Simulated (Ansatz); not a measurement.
Ta:

```xyz
1
Lattice="-1.6513 1.6513 1.6513 1.6513 -1.6513 1.6513 1.6513 1.6513 -1.6513" Properties=species:S:1:pos:R:3 pbc="T T T"
Ta    0.0000    0.0000    0.0000
```

Below is the output of Ansatz 0.2.0 for this cell. Logs are shortened: lines on timing, memory, paths and dates and some standing lists are left out, and cuts for length are marked.

```text
Warning: RAYON_NUM_THREADS=1 ignored (pool sized by the plan → 1); use --threads N
The last accepted step is kept in <dir> (removed where the run ends without a failure and the disk answers)
LAPW: plane waves up to 8.632 Å⁻¹, error target 1.0e-3 eV per atom; small_component_spin mean_spin; Ta in spheres of 1.387 Å, 43 of its electrons in bands, Dirac shells [] (how accurate: hamiltonian.pseudopotentials.lapw.basis_error, Limitations)
Engine: ansatz 0.2.0, aarch64-unknown-linux-gnu
Pseudopotentials: kind: all_electron
Pseudopotential: Ta, LAPW, valence charge 43, lapw/all_electron/scalar/gaussian/Ta, Koelling and Harmon's equation, gaussian nucleus
Functional definition: PBEsol
  exchange = pbesol_x
  correlation = pbesol_c
Crystal: 1 atoms, lattice volume = 18.010 Å³
Basis set: ecut = 283.8626060113612 eV, 201 PW (Γ), exchange–correlation at level 2
Bands: 26, of which v1, the nominal top of the filled ones, is band 22 counted from 1 (21 counted from 0)
Symmetry: 48 space group operations
Space group: Im-3m (ITA 229), of the structure as read, at distance tolerance 2.6e-5 Å
k-points: 56 of 1331
Non-local potential: Ta, projectors of the file, none
Initial density: superposition of atomic densities (chi_scale 0.1, normalization cell)
Initial wavefunctions: plane waves of lowest kinetic energy (no species holds an atomic orbital)
Functional: x = pbesol(κ = 0.804, μ = 0.12345679012345678), c = pbesol(β = 0.046)
iter 1 solved again at ethr=2.40e-4 eV; its pass at ethr=1.00e-1 eV (dr2=1.03e-1 eV) is discarded
SCF iter   1: F=—  HF=-424443.536867 eV  |F-HF|=—  |Δ(HF+E_count)|=         —  Δρ=2.85e-2  dr2=1.04e-1  ethr=2.40e-4  ⟨swp⟩=2.8  Hψ=8978  notcnv=0
preconditioner: auto → Kerker (q_TF=auto, 3.154 Å⁻¹)  [metal: Δε(μ)=0.036 eV  Ē_g=24.490 eV  σ=0.050 eV  W_gap=0.18  n_scr=12 (ndim 8)  ℏωp=43.7 eV  f_vac=0.000  D(μ)=1.21/eV (n_scr^D=12)]
SCF iter   2: F=—  HF=-424443.402220 eV  |F-HF|=—  |Δ(HF+E_count)|=   1.35e-1  Δρ=1.49e-2  dr2=3.26e-2  ethr=2.40e-4  ⟨swp⟩=2.0  Hψ=4592  notcnv=0
SCF iter   3: F=—  HF=-424443.387470 eV  |F-HF|=—  |Δ(HF+E_count)|=   1.48e-2  Δρ=1.02e-2  dr2=1.74e-2  ethr=7.59e-5  ⟨swp⟩=2.0  Hψ=4345  notcnv=0
SCF iter   4: F=—  HF=-424443.382002 eV  |F-HF|=—  |Δ(HF+E_count)|=         —  Δρ=5.55e-3  dr2=6.04e-3  ethr=4.05e-5  ⟨swp⟩=2.0  Hψ=4309  notcnv=0
the basis was enlarged: its passes take 268.3 KiB over the memory plan, 1 of 1 planned eigensolver slots
iter 5 solved again at ethr=8.78e-7 eV; its pass at ethr=1.40e-5 eV (dr2=3.77e-4 eV) is discarded
[... 45 lines left out ...]
SCF iter   1: F=—  HF=-424443.387897 eV  |F-HF|=—  |Δ(HF+E_count)|=         —  Δρ=1.32e-6  dr2=1.68e-10  ethr=9.00e-12 (applied; sched 1.00e-12)  ⟨swp⟩=6.2  Hψ=9551  notcnv=0  reapply=2
SCF iter   2: F=-424443.387897 eV  HF=-424443.387897 eV  |F-HF|=9.66e-9  |Δ(HF+E_count)|=   9.31e-9  Δρ=1.45e-6  dr2=2.53e-10  ethr=6.38e-12 (applied; sched 1.00e-12)  ⟨swp⟩=2.0  Hψ=4345  notcnv=0
SCF 5 converged in 2 iterations: F = -424443.387897 eV  dr2 = 2.53e-10
relax step   5: F+E_penalty+E_count = -424443.38789747 eV  Δ(F+E_penalty+E_count) = -5.646e-9 eV  max|allowed force component| = 0.000e0 eV/Å  Δτ_max = 0.0000 Å  P = -0.006 GPa  Ω = 17.622 Å³  stress off target by 5.50e-3 GPa  SCF on the basis re-selected at this cell (its energy is not comparable with the rows above)  (2 SCF iters)
basis re-selected at this cell: Δ(F+E_penalty+E_count) = -5.646e-9 eV, ΔP = +0.001 GPa vs the last step (what re-selecting the basis moved, after the strain that the cell walked since its last selection, with what the two solves' SCF thresholds leave and, on support functions, any second-order correction that the steps lacked; it is no measure of the basis error at this ecutwfc). This SCF's stress stands 5.50e-3 GPa from its target on what of the cell is left free (relax.cell.stress_tol is 5.00e-2 GPa) and its largest allowed force component is 0.00e0 eV/Å (relax.f_tol is 5.00e-3 eV/Å): within both
SCF converged after 2 iterations
Free energy (F): -424443.387897 eV
Harris-Foulkes:  -424443.387897 eV  (|F-HF|=9.66e-9)
Internal energy: -424443.380916 eV  (E = F + TS)
E sigma→0 (E₀):  -424443.384407 eV
Entropy (-TS):   -0.006982 eV (-6.982 meV/atom)
Fermi energy:    25.238162 eV
--- Per-component energies (eV) ---
  E_band       = -4042.208465
  E_kinetic    = 473753.231772
  E_xc         = -8496.938915
  E_electrostatic = -889699.673773  (all electrons and nuclei)
  E_smearing   = -0.006982  (= −TS)
  E_closure    = 0.000000  (closes the sum)
  E_atoms      = -424432.909506  (free atoms, spherical and without spin; not in F)
  Σ components = -424443.387897   (vs F -424443.387897, Δ=0.00e0)
  Basis errors (estimates in eV, not in F): energy 2.9e-4 per atom: plane waves 2.5e-4 (1.3e-4 summed), levels above the bands 1.5e-88, relativity 3.5e-8, radial functions 4.2e-5, core shells 4.5e-8; eigenvalues (radial functions only) 1.2e-6; not estimated: angular momenta, meshes, grids; target (lapw.basis_error) 1.0e-3; muffin-tin radii Ta 1.377 Å
--- Forces (eV/Å), atoms counted from 1 ---
  atom   1  Ta     0.00000000    -0.00000000    -0.00000000
  max |Σ_I F_I| component: 4.36e-31 eV/Å
--- Stress (GPa, compression-positive) ---
       -0.005504       0.000000      -0.000000
        0.000000      -0.005504       0.000000
       -0.000000       0.000000      -0.005504
  P = ⅓ Tr σ = -0.0055 GPa (-0.055 kbar)
--- Relaxed structure (4 steps of the walk, 3 accepted, 1 SCFs on fresh bases) ---
  F+E_penalty+E_count = -424443.38789747 eV   max|allowed force component| = 0.000e0 eV/Å   (the final SCF, on the basis selected at the relaxed cell)
  cell:  # Å, volume = 17.6217 Å³
    - [-1.6393144722592745, 1.6393144722592745, 1.6393144722592745]
    - [1.6393144722592745, -1.6393144722592745, 1.6393144722592745]
    - [1.6393144722592745, 1.6393144722592745, -1.6393144722592745]
  atoms:
    - { symbol: Ta, position: [0.0, 0.0, 0.0] }
```

Q: What input gives this log?

A: Relaxation of cell and atoms with PBEsol, no spin polarisation. The files as run (others can give the same):

input.yaml
```yaml
crystal:
  lattice:
    - [-1.65128, 1.65128, 1.65128]
    - [1.65128, -1.65128, 1.65128]
    - [1.65128, 1.65128, -1.65128]
  atoms:
    - { symbol: Ta, position: [0.0, 0.0, 0.0] }
kpoints:
  mp_grid: { grid: [11, 11, 11] }
scf:
  occupations: { method: fermi_dirac, width: 0.05 }
hamiltonian:
  xc: pbesol
  pseudopotentials: { kind: all_electron, lapw: { basis_error: 0.001 } }
output:
  forces: true
  stress: true
relax:
  f_tol: 0.005
  max_steps: 60
  cell: {}
```

Potentials or basis: all-electron LAPW, scalar-relativistic.
Command:
```console
$ ansatz run input.yaml --threads 1 --pin off --max-ram 3072MiB --backend cpu --events-out ev --progress --plain --runs-dir out
```
